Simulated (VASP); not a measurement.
A run of VASP 6.6.1 is set up as follows.

The input INCAR:

```
SYSTEM = Sb
PREC     = Accurate       ! precision mode
ENCUT    = 520            ! plane-wave cutoff, eV
EDIFF    = 1E-6           ! SCF threshold, eV
ISMEAR   = 0              ! smearing method
SIGMA    = 0.1            ! smearing width, eV
LREAL    = .FALSE.        ! projectors in reciprocal space
LASPH    = .TRUE.         ! aspherical terms in the spheres
NELM     = 100            ! most SCF steps
ALGO     = Fast           ! electronic algorithm
ISIF     = 2              ! what is computed and relaxed
LWAVE    = .FALSE.        ! write WAVECAR
LCHARG   = .FALSE.        ! write CHGCAR
GGA      = PE             ! functional
NBANDS   = 12             ! bands
```

Contents of KPOINTS:

```
Automatic mesh
0
G
  14 10 10
  0 0 0
```

File POSCAR:

```
Sb
1.0
    3.1104606981      0.0000000000      0.0103645426
    0.0000000000      4.3964238707      0.0000000000
   -0.0241413301      0.0000000000      4.3950707999
Sb
2
Direct
    1.0001822398      0.7500000000      0.7499297071
   -0.0001822398      0.2500000000      0.2500702929
```

Potentials or basis: VASP PAW PBE potentials, release 64 (Sb).

The run is started by

```console
$ cat potpaw_PBE.64/Sb/POTCAR > POTCAR
$ mpirun -np 1 vasp_std > vasp.out
```

Q: Predict the pressure.

A: 0.0 GPa.

Q: Estimate the band gap on the k mesh.

A: None (metal or under the smearing width).

Spin-orbit coupling is left out, which matters for the levels of Sb.
